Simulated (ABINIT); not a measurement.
The system is Sb.

```
Sb
1.0
     3.16000    0.00000    0.00000
     0.00000    3.16000    0.00000
     0.00000    0.00000    3.16000
Sb
1
Direct
  0.00000 0.00000 0.00000
```

This isn't the form of Sb at room conditions, which is rhombohedral.

```yaml
Program: ABINIT 10.8.3 (patched build)
Task: single point
Functional: PBE
Potentials_or_basis: JTH PAW PBE v2.0
Cutoff: 435 eV
k_mesh: 8 × 8 × 8
Occupations: fermi-dirac, width 0.05 eV
Spin: no spin polarisation
```

On this cell: pressure -2.3 GPa; band gap on the k mesh none (metal or under the smearing width).

The same run follows on a disturbed copy (cell strained at random at fixed volume):

```
Sb
1.0
     3.18307   -0.00916   -0.07927
    -0.00916    3.13721   -0.05653
    -0.07927   -0.05653    3.16292
Sb
1
Direct
  0.00350 0.00307 0.97826
```

Q: What changes?

A: The energy (extrapolated to zero smearing) moves by +1.4 meV/atom; pressure -2.4 GPa; band gap on the k mesh none (metal or under the smearing width).

Stress tensor (GPa, compression positive):
```
-3.18 -0.11  0.50
-0.11 -1.42  0.08
 0.50  0.08 -2.70
```
